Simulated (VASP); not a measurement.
# WC (Qusongite) (P-6m2) in VASP: a series of runs

Aim: see how the results for WC (Qusongite) move with the level of theory and the settings. Levels: HSE03+TS, LDA+U, AM05, PBE. Tasks: density of states, band structure.

Everything below comes from runs of VASP 6.6.1. Logs are shortened: lines on timing, memory, paths and dates and some standing lists are left out, and cuts for length are marked.

### 1 The crystal as given

Symmetry: P-6m2, No. 187, hexagonal system. Conventional cell: a = 2.907 Å, b = 2.907 Å, c = 2.837 Å, α = 90.00°, β = 90.00°, γ = 120.00°. W (site symmetry -6m2) has 6 C at 2.20 Å as nearest neighbours. C (site symmetry -6m2) is surrounded by 6 W at 2.20 Å.

### 2 Density of states, HSE03+TS

File POSCAR:

```
WC
2.9065
    1.000000000000      0.000000000000      0.000000000000
   -0.500000000000      0.866025403785      0.000000000000
    0.000000000000      0.000000000000      0.975950455875
W C
1 1
Direct
    0.0000000000      0.0000000000      0.0000000000
    0.6666666667      0.3333333333      0.5000000000
```

File INCAR.step1:

```
ALGO = Normal
EDIFF = 1E-5
ENCUT = 520
GGA = PE
ISIF = 2
ISMEAR = 0
LASPH = True
LCHARG = False
LMAXMIX = 4
LREAL = False
LWAVE = True
NELM = 100
PREC = Accurate
SIGMA = 0.05
```

File INCAR.step2:

```
ALGO = Normal
EDIFF = 1E-6
ENCUT = 520
GGA = PE
HFSCREEN = 0.3
ISIF = 2
ISMEAR = -5
ISTART = 1
IVDW = 2
LASPH = True
LCHARG = False
LHFCALC = True
LMAXMIX = 4
LORBIT = 10
LREAL = False
LWAVE = False
NEDOS = 1001
NELM = 100
PREC = Accurate
PRECFOCK = Normal
SIGMA = 0.05
```

File KPOINTS:

```
k-points
0
Gamma
  5 5 5
```

Potentials or basis: VASP PAW PBE potentials, release 64 (W_sv, C).

The run is started by

```bash
$ cat potpaw_PBE.64/W_sv/POTCAR potpaw_PBE.64/C/POTCAR > POTCAR
$ cp INCAR.step1 INCAR
$ mpirun -np 1 vasp_std > vasp.out
$ cp INCAR.step2 INCAR
$ mpirun -np 1 vasp_std > vasp.out
```

OUTCAR:

```text
EDIFF = 1E-6
   ENCUT = 520
   GGA = PE
   HFSCREEN = 0.3
   ISIF = 2
   ISMEAR = -5
   ISTART = 1
   IVDW = 2
   LASPH = True
   LHFCALC = True
   LORBIT = 10
   LREAL = False
   NELM = 100
   PREC = Accurate
   PRECFOCK = Normal
  IVDW =   2

 ion  position               nearest neighbor table
   1  0.000  0.000  0.000-   2 2.20   2 2.20   2 2.20   2 2.20   2 2.20   2 2.20
   2  0.667  0.333  0.500-   1 2.20   1 2.20   1 2.20   1 2.20   1 2.20   1 2.20

  LATTYP: Found a hexagonal cell.
 ALAT       =     2.9065000000
 C/A-ratio  =     0.9759504559

  Lattice vectors:

 A1 = (   2.9065000000,   0.0000000000,   0.0000000000)
 A2 = (  -1.4532500000,   2.5171028361,   0.0000000000)
 A3 = (   0.0000000000,   0.0000000000,   2.8366000000)

Analysis of symmetry for initial positions (statically):
=====================================================================
 Subroutine PRICEL returns:
 Original cell was already a primitive cell.

 Routine SETGRP: Setting up the symmetry group for a
 hexagonal supercell.

 Subroutine GETGRP returns: Found 12 space group operations
 (whereof 12 operations were pure point group operations)
 out of a pool of 24 trial point group operations.

The static configuration has the point symmetry D_3h.

Analysis of symmetry for dynamics (positions and initial velocities):
=====================================================================
 Subroutine PRICEL returns:
 Original cell was already a primitive cell.

 Routine SETGRP: Setting up the symmetry group for a
 hexagonal supercell.

 Subroutine GETGRP returns: Found 12 space group operations
 (whereof 12 operations were pure point group operations)
 out of a pool of 24 trial point group operations.

The dynamic configuration has the point symmetry D_3h.

 Subroutine INISYM returns: Found 12 space group operations
 (whereof 12 operations are pure point group operations),
 and found     1 'primitive' translations

----------------------------------------------------------------------------------------

                                     Primitive cell

  volume of cell :      20.7525

  direct lattice vectors                    reciprocal lattice vectors
     2.906500000  0.000000000  0.000000000     0.344056425  0.198641070  0.000000000
    -1.453250000  2.517102836  0.000000000     0.000000000  0.397282139  0.000000000
     0.000000000  0.000000000  2.836600000     0.000000000  0.000000000  0.352534725

  length of vectors
     2.906500000  2.906500000  2.836600000     0.397282139  0.397282139  0.352534725

  position of ions in fractional coordinates (direct lattice)
     0.000000000  0.000000000  0.000000000
     0.666666667  0.333333333  0.500000000

  ion indices of the primitive-cell ions
   primitive index   ion index
                 1           1
                 2           2

----------------------------------------------------------------------------------------

 KPOINTS: k-points

Automatic generation of k-mesh.
 Grid dimensions read from file:
 generate k-points for:    5    5    5

 Generating k-lattice:

  Cartesian coordinates                     Fractional coordinates (reciprocal lattice)
     0.068811285  0.039728214  0.000000000     0.200000000  0.000000000  0.000000000
     0.000000000  0.079456428  0.000000000     0.000000000  0.200000000  0.000000000
     0.000000000  0.000000000  0.070506945     0.000000000  0.000000000  0.200000000

  Length of vectors
     0.079456428  0.079456428  0.070506945

  Shift w.r.t. Gamma in fractional coordinates (k-lattice)
     0.000000000  0.000000000  0.000000000

 TETIRR: Found    125 inequivalent tetrahedra from      750

 Subroutine IBZKPT returns following result:
 ===========================================

 Found     15 irreducible k-points:

 Following reciprocal coordinates:
            Coordinates               Weight
  0.000000  0.000000  0.000000      1.000000
  0.200000  0.000000  0.000000      6.000000
  0.400000  0.000000  0.000000      6.000000
  0.200000  0.200000  0.000000      6.000000
  0.400000  0.200000  0.000000      6.000000
  0.000000  0.000000  0.200000      2.000000
  0.200000  0.000000  0.200000     12.000000
  0.400000  0.000000  0.200000     12.000000
  0.200000  0.200000  0.200000     12.000000
  0.400000  0.200000  0.200000     12.000000
  0.000000  0.000000  0.400000      2.000000
  0.200000  0.000000  0.400000     12.000000
  0.400000  0.000000  0.400000     12.000000
  0.200000  0.200000  0.400000     12.000000
  0.400000  0.200000  0.400000     12.000000
   k-points           NKPTS =     15   k-points in BZ     NKDIM =    125   number of bands    NBANDS=     13
   number of dos      NEDOS =   1001   number of ions     NIONS =      2
   total plane-waves  NPLWV =  13824
   dimension x,y,z NGX =    24 NGY =   24 NGZ =   24
   dimension x,y,z NGXF=    48 NGYF=   48 NGZF=   48
   ions per type =               1   1
   NGX,Y,Z   is equivalent  to a cutoff of  13.73, 13.73, 14.07 a.u.
   NGXF,Y,Z  is equivalent  to a cutoff of  27.46, 27.46, 28.13 a.u.
 SYSTEM =  unknown system
   PREC   = accura    normal or accurate (medium, high low for compatibility)
   ISTART =      1    job   : 0-new  1-cont  2-samecut
   ICHARG =      0    charge: 1-file 2-atom 10-const
   ISPIN  =      1    spin polarized calculation?
   LNONCOLLINEAR =      F non collinear calculations
   LSORBIT =      F    spin-orbit coupling
   LASPH  =      T    aspherical Exc in radial PAW
   ENCUT  =  520.0 eV  38.22 Ry    6.18 a.u.   5.40  5.40  5.27*2*pi/ulx,y,z
   NELM   =    100;   NELMIN=  2; NELMDL=  0     # of ELM steps
   EDIFF  = 0.1E-05   stopping-criterion for ELM
   LREAL  =      F    real-space projection
   EDIFFG = 0.1E-04   stopping-criterion for IOM
   NSW    =      0    number of steps for IOM
   IBRION =     -1    ionic relax: 0-MD 1-quasi-New 2-CG
   NFREE  =      0    steps in history (QN), initial steepest desc. (CG)
   ISIF   =      2    stress and relaxation
   ISYM   =      3    0-nonsym 1-usesym 2-fastsym
   POTIM  = 0.5000    time-step for ionic-motion
   TEBEG  =    0.0;   TEEND  =   0.0 temperature during run
   PSTRESS=    0.0 pullay stress
   NELECT =      18.0000    total number of electrons
   NUPDOWN=      -1.0000    fix difference up-down
   EMIN   =  10.00;   EMAX   =-10.00  energy-range for DOS
   EFERMI =   0.00;   METHOD = LEGACY
   ISMEAR =    -5;   SIGMA  =   0.05  broadening in eV -4-tet -1-fermi 0-gaus
   EFERMI_NEDOS =   21; number of points for ismear=-14 and -15
   IALGO  =     38    algorithm
   IMIX   =      1    mixing-type and parameters
     AMIX     =   0.40;   BMIX     =  1.00
     AMIX_MAG =   1.60;   BMIX_MAG =  1.00
  volume/ion in A,a.u.               =      10.38        70.02
  Fermi-wavevector in a.u.,A,eV,Ry     =   1.561262  2.950358 33.164744  2.437540
  Thomas-Fermi vector in A             =   2.664353
   LORBIT       =     10    0 simple, 1 ext, 2 COOP (PROOUT), +10 PAW based schemes
   GGA     = PE    functional components
   LHFCALC =     T    Hartree Fock is set to
   PRECFOCK=normal    Normal, Fast or Accurate (Low or Medium for compatibility)
   ENCUT4O =  -1.0   cutoff for four orbital integrals eV
   NKREDX  =     1    reduce k-point grid by
   NKREDY  =     1    reduce k-point grid by
   NKREDZ  =     1    reduce k-point grid by
   AEXX    =    0.2500 exact exchange contribution
   HFSCREEN=    0.3000 screening length (either q_TF or 0.3 A-1)
   HFSCREENC=   0.3000 screening length for correlation (either q_TF or 0.3 A-1)
   ENCUTFOCK=  -1.0 apply spherical cutoff to Coloumb kernel
   IVDW    =     2    specifies the selected vdW correction
   LEPSILON=     F    determine dielectric tensor
   LRPA    =     F    only Hartree local field effects (RPA)
 non-spin polarized calculation
 Fermi weights with tetrahedron method with Bloechl corrections
  energy-cutoff  :      520.00
  volume of cell :       20.75
 maximum number of plane-waves:       575
 NGX is ok and might be reduce to    24
  NGX = 18; NGY = 18; NGZ = 16

 number of electron      18.0000000 magnetization

 Free energy of the ion-electron system (eV)
  ---------------------------------------------------
  ext. energy  EPLUGINS =         0.00000000
  ---------------------------------------------------
  free energy    TOTEN  =       -25.29500287 eV

  energy without entropy =      -25.29500287  energy(sigma->0) =      -25.29500287

 E-fermi :  10.8606     XC(G=0): -11.3907

 val. band max:       11.4038006537   @ k =   0.0000   0.0000   0.2000
 cond. band min:      10.5481424860   @ k =   0.0000   0.0000   0.4000
 fundamental gap:     -0.8556581677
 Fermi energy:        10.8605858738

 k-point     1 :       0.0000    0.0000    0.0000
  band No.  band energies     occupation
      1     -67.1123      2.00000
      2     -29.5893      2.00000
      3     -29.4755      2.00000
      4     -29.4718      2.00000
      5      -5.2067      2.00000
      6       6.0458      2.00000
      7       7.1185      2.00000
      8       7.1367      2.00000
      9      10.8910      1.85009
     10      14.6205      0.00000
     11      14.6257      0.00000
     12      17.2521      0.00000
     13      17.2660      0.00000

 k-point     2 :       0.2000    0.0000    0.0000
  band No.  band energies     occupation
      1     -67.0884      2.00000
      2     -29.8136      2.00000
      3     -29.5508      2.00000
      4     -29.5415      2.00000
      5      -4.1385      2.00000
      6       5.2763      2.00000
      7       6.9885      2.00000
      8       8.1327      2.00000
      9       8.8645      2.02213
     10      14.2626      0.00000
     11      15.5208      0.00000
     12      16.5842      0.00000
     13      16.8947      0.00000

 k-point     3 :       0.4000    0.0000    0.0000
  band No.  band energies     occupation
      1     -67.0497      2.00000
      2     -30.3321      2.00000
      3     -29.6732      2.00000
      4     -29.4644      2.00000
      5      -2.0284      2.00000
      6       3.3300      2.00000
      7       7.0789      2.00000
      8       7.0964      2.00000
      9       9.9444      1.99999
     10      13.7330      0.00000
     11      15.6140      0.00000
     12      15.9897      0.00000
     13      18.4522      0.00000
[... 161 lines left out ...]
 k-point    14 :       0.2000    0.2000    0.4000
  band No.  band energies     occupation
      1     -67.0147      2.00000
      2     -30.2065      2.00000
      3     -30.0413      2.00000
      4     -29.6492      2.00000
      5      -1.5408      2.00000
      6       4.1138      2.00000
      7       5.0653      2.00000
      8       7.6701      2.00000
      9       9.0472      2.00000
     10      14.5294      0.00000
     11      16.2033      0.00000
     12      17.2056      0.00000
     13      20.4157      0.00000

 k-point    15 :       0.4000    0.2000    0.4000
  band No.  band energies     occupation
      1     -66.9953      2.00000
      2     -30.1908      2.00000
      3     -30.1512      2.00000
      4     -29.8019      2.00000
      5      -1.4667      2.00000
      6       3.5326      2.00000
      7       4.7136      2.00000
      8       7.9517      2.00000
      9      10.0519      2.00000
     10      15.8153      0.00000
     11      17.4858      0.00000
     12      18.1172      0.00000
     13      20.7719      0.00000

------------------------ aborting loop because EDIFF is reached ----------------------------------------

  Hirshfeld charges:
            ion         q(e)
   ------------------------------
      1     W        0.34896138
      2     C       -0.34896138

  Tkatchenko/Scheffler method for vdW energy calculation

  Number of pair interactions contributing to vdW energy:   75914

  Edisp (eV):   -1.24348

  FORCE on cell =-STRESS in cart. coord.  units (eV):
  Direction    XX          YY          ZZ          XY          YZ          ZX
  --------------------------------------------------------------------------------------
  -------------------------------------------------------------------------------------
  Total      -1.35386    -1.35386    -1.26696     0.00000     0.00000     0.00000
  in kB    -104.52345  -104.52345   -97.81497     0.00000     0.00000     0.00000
  external pressure =     -102.29 kB  Pullay stress =        0.00 kB

 VOLUME and BASIS-vectors are now :
 -----------------------------------------------------------------------------
  energy-cutoff  :      520.00
  volume of cell :       20.75
      direct lattice vectors                 reciprocal lattice vectors
     2.906500000  0.000000000  0.000000000     0.344056425  0.198641070  0.000000000
    -1.453250000  2.517102836  0.000000000     0.000000000  0.397282139  0.000000000
     0.000000000  0.000000000  2.836600000     0.000000000  0.000000000  0.352534725

 POSITION                                       TOTAL-FORCE (eV/Angst)
 -----------------------------------------------------------------------------------
      0.00000      0.00000      0.00000        -0.000000      0.000000      0.000000
      1.45325      0.83903      1.41830         0.000000     -0.000000      0.000000
 -----------------------------------------------------------------------------------
    total drift:                                0.000269      0.000326      0.000009

  FREE ENERGIE OF THE ION-ELECTRON SYSTEM (eV)
  ---------------------------------------------------
  free  energy   TOTEN  =       -26.5384795217 eV

  energy  without entropy=      -26.5384795217  energy(sigma->0) =      -26.53847952

 total charge

# of ion       s       p       d       tot
------------------------------------------
    1        2.344   6.447   3.349  12.140
    2        0.857   1.573   0.000   2.431
--------------------------------------------------
tot          3.201   8.021   3.349  14.571
```

Run time: 19 min. Hardware: 1 thread of Intel Xeon Platinum 8559C (Emerald Rapids), shared host; peak memory 0.25 GiB.

What came out:

- Free energy: -26.5385 eV
- Pressure: -10.2 GPa
- Band gap on the k mesh: none (metal or under the smearing width)
- Valence electrons inside the program's atomic spheres: W 12.14; C 2.43
- Hirshfeld charges: W +0.35; C -0.35 e
- Dispersion energy per atom: -0.622 eV

Levels at points of the mesh, in eV from the Fermi level:
```
           k point  band 6  band 7  band 8  band 9  band 10  band 11  band 12  band 13
(0.00, 0.00, 0.00)   -4.81   -3.74   -3.72    0.03     3.76     3.77     6.39     6.41
```

States per cell in windows of 1 eV (zero at the Fermi level; states under -8 eV left out):
```tsv
from (eV)	total	W1_d	C2_p	W1_p	W1_s	C2_s	C2_d
-8.0	1.22	0.35	0.24	0.05	0.10	0.02	0.00
-7.0	0.62	0.19	0.12	0.03	0.04	0.01	0.00
-6.0	0.75	0.26	0.16	0.04	0.02	0.01	0.00
-5.0	1.26	0.46	0.27	0.08	0.03	0.01	0.00
-4.0	1.58	0.62	0.38	0.08	0.02	0.01	0.00
-3.0	0.52	0.21	0.14	0.02	0.00	0.00	0.00
-2.0	1.58	0.82	0.19	0.10	0.02	0.01	0.00
-1.0	0.43	0.20	0.06	0.03	0.01	0.00	0.00
0.0	0.10	0.08	0.00	0.00	0.00	0.00	0.00
1.0	0.29	0.23	0.01	0.00	0.00	0.00	0.00
2.0	0.77	0.62	0.03	0.01	0.00	0.00	0.00
3.0	0.87	0.62	0.07	0.02	0.01	0.01	0.00
4.0	1.45	0.95	0.16	0.02	0.03	0.04	0.00
5.0	0.92	0.62	0.09	0.02	0.01	0.04	0.00
6.0	1.49	0.85	0.22	0.03	0.02	0.09	0.00
7.0	0.97	0.49	0.20	0.02	0.03	0.04	0.00
```

Caveat: the k mesh is coarse (spacing up to 0.50 Å⁻¹), so the values aren't converged, least of all with exact exchange; atom-pairwise D2, TS and ULG terms overbind metals; the PAW data sets were made with another functional, which shifts forces and pressure a little; pairwise dispersion overbinds metals, which lowers pressure and volume; tetrahedron occupations give inexact forces and stress in metals.

### 3 Density of states, LDA+U, spin-orbit coupling, no magnetisation (atoms moved at random, drawn with an rms of 0.02 Å)

File POSCAR:

```
WC
1.0
    2.9065000000      0.0000000000      0.0000000000
   -1.4532500000      2.5171028361      0.0000000000
    0.0000000000      0.0000000000      2.8366000000
W C
1 1
Direct
    0.0009900000      0.0027960000      0.0066620000
    0.6642200000      0.3206590000      0.5036970000
```

File INCAR.step1:

```
SYSTEM = WC
ALGO = Normal
EDIFF = 1E-7
ENCUT = 520
GGA_COMPAT = .FALSE.
ISIF = 2
ISMEAR = 0
LASPH = .TRUE.
LCHARG = .TRUE.
LDAU = .TRUE.
LDAUJ = 0 0
LDAUL = 2 -1
LDAUPRINT = 1
LDAUTYPE = 2
LDAUU = 5.3 0
LMAXMIX = 4
LREAL = .FALSE.
LSORBIT = .TRUE.
LWAVE = .FALSE.
MAGMOM = 0 0 0 0 0 0
NBANDS = 30
NELM = 80
PREC = Accurate
SIGMA = 0.05
```

File KPOINTS.step1:

```
k-points
0
G
  7 7 7
  0 0 0
```

File INCAR.step2:

```
SYSTEM = WC
ALGO = Normal
EDIFF = 1E-7
ENCUT = 520
GGA_COMPAT = .FALSE.
ICHARG = 11
ISIF = 2
ISMEAR = -5
LASPH = .TRUE.
LCHARG = .FALSE.
LDAU = .TRUE.
LDAUJ = 0 0
LDAUL = 2 -1
LDAUPRINT = 1
LDAUTYPE = 2
LDAUU = 5.3 0
LMAXMIX = 4
LORBIT = 11
LREAL = .FALSE.
LSORBIT = .TRUE.
LWAVE = .FALSE.
MAGMOM = 0 0 0 0 0 0
NBANDS = 30
NEDOS = 2001
NELM = 80
PREC = Accurate
SIGMA = 0.05
```

File KPOINTS.step2:

```
k-points
0
G
  11 11 11
  0 0 0
```

Potentials or basis: VASP PAW LDA potentials, release 64 (W_sv, C).

The run is started by

```bash
$ cat potpaw_LDA.64/W_sv/POTCAR potpaw_LDA.64/C/POTCAR > POTCAR
$ cp INCAR.step1 INCAR
$ cp KPOINTS.step1 KPOINTS
$ mpirun -np 1 vasp_ncl > vasp.out
$ cp INCAR.step2 INCAR
$ cp KPOINTS.step2 KPOINTS
$ mpirun -np 1 vasp_ncl > vasp.out
```

Run time: 27 min. Hardware: 1 thread of AMD EPYC 7R43 (Zen 3), shared host; peak memory 1.1 GiB.

Results (log left out):

```yaml
Valence_electrons_inside_the_program's_atomic_spheres: W 12.13; C 2.45
```

Caveat: the U is typed as a test and isn't derived for this compound.

[end of part 1 of 3]
